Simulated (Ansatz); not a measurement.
# AlGa3N4: the cost of one run

Method: DFT r2SCAN, scalar-relativistic, plane waves, PAW, in Ansatz 0.2.0.

2 further runs of the same task are left out: 2 set aside as unsound or not needed. Runs told in other sessions of the task aren't counted.

## (1) The starting structure

It takes space group P-43m (No. 215, cubic). The conventional cell has a = 4.465 Å, b = 4.465 Å, c = 4.465 Å, α = 90.00°, β = 90.00°, γ = 90.00°. Around Al (site symmetry -43m) lie 4 N at 1.89 Å. Ga (site symmetry -42m) has 4 N at 1.95 Å in its first shell of neighbours. N (site symmetry 3m) has 1 Al at 1.89 Å and 3 Ga at 1.95 Å in its first shell of neighbours.

As a file:

```xyz
16
Lattice="0.0000 -4.4653 0.0000 0.0000 0.0000 -4.4653 8.9307 0.0000 0.0000" Properties=species:S:1:pos:R:3 pbc="T T T"
Al    0.0000    0.0000    0.0000
Al    4.4653    0.0000    0.0000
Ga    2.2327   -2.2327    0.0000
Ga    6.6980   -2.2327    0.0000
Ga    2.2327    0.0000   -2.2327
Ga    6.6980    0.0000   -2.2327
Ga    0.0000   -2.2327   -2.2327
Ga    4.4653   -2.2327   -2.2327
N     3.3729   -1.0924   -3.3729
N     7.8382   -1.0924   -3.3729
N     3.3729   -3.3729   -1.0924
N     7.8382   -3.3729   -1.0924
N     1.0924   -1.0924   -1.0924
N     5.5578   -1.0924   -1.0924
N     1.0924   -3.3729   -3.3729
N     5.5578   -3.3729   -3.3729
```

It goes back to an entry of the Materials Project, which need not be the stable form.

It is built from the cell relaxed beforehand with the same method (11.13 Å³/atom).

## (2) The undisturbed cell

input.yaml reads:

```yaml
crystal:
  lattice:
    - [0.0, -4.4653444451, 0.0]
    - [0.0, 0.0, -4.4653444451]
    - [8.9306888901, 0.0, 0.0]
  atoms:
    - { symbol: Al, position: [0.0, 0.0, 0.0] }
    - { symbol: Al, position: [0.0, 0.0, 0.5] }
    - { symbol: Ga, position: [0.5, 0.0, 0.25] }
    - { symbol: Ga, position: [0.5, 0.0, 0.75] }
    - { symbol: Ga, position: [0.0, 0.5, 0.25] }
    - { symbol: Ga, position: [0.0, 0.5, 0.75] }
    - { symbol: Ga, position: [0.5, 0.5, 0.0] }
    - { symbol: Ga, position: [0.5, 0.5, 0.5] }
    - { symbol: "N", position: [0.2446489449, 0.7553510551, 0.3776755275] }
    - { symbol: "N", position: [0.2446489449, 0.7553510551, 0.8776755275] }
    - { symbol: "N", position: [0.7553510551, 0.2446489449, 0.3776755275] }
    - { symbol: "N", position: [0.7553510551, 0.2446489449, 0.8776755275] }
    - { symbol: "N", position: [0.2446489449, 0.2446489449, 0.1223244725] }
    - { symbol: "N", position: [0.2446489449, 0.2446489449, 0.6223244725] }
    - { symbol: "N", position: [0.7553510551, 0.7553510551, 0.1223244725] }
    - { symbol: "N", position: [0.7553510551, 0.7553510551, 0.6223244725] }
basis:
  ecutwfc: 500
kpoints:
  mp_grid: { grid: [5, 5, 3] }
hamiltonian:
  xc: r2scan
scf:
  occupations: { method: gaussian, width: 0.05 }
output:
  forces: true
  stress: true
  eigenvalues: true
```

Run with:

```
$ ansatz run input.yaml --threads 2 --pin off --max-ram 5120MiB --backend cpu --events-out ev --progress --plain --runs-dir out
```

What time and memory should one allow on 2 threads of Intel Xeon Platinum 8259CL at 2.50GHz (Skylake/Cascade Lake), shared host?

About 16 s, with a peak of 0.86 GiB.
